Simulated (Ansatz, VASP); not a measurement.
# One calculation of Ge, two programs

```
Ge
1.0
     2.71207    0.00000    0.00000
     0.00000    2.71207    0.00000
     0.00000    0.00000    2.71207
Ge
1
Direct
  0.00000 0.00000 0.00000
```

This isn't the form of Ge at room conditions, which is diamond.

Alike in both runs: task single point; functional PBE; k mesh 13 × 13 × 13; occupations fermi-dirac, width 0.05 eV; no spin polarisation.

|  | VASP | Ansatz |
| --- | --- | --- |
| version | VASP 6.6.1 | Ansatz 0.2.0 |
| potentials or method | VASP PAW PBE potentials, release 64 (Ge_d), cutoff 520 eV | all-electron LAPW, scalar-relativistic |

|  | VASP | Ansatz | Ansatz less VASP |
| --- | --- | --- | --- |
| pressure (GPa) | -0.1 | 0.0 | +0.11 |

Ansatz ran all-electron here, so the differences hold the error of VASP's frozen core and of both bases.
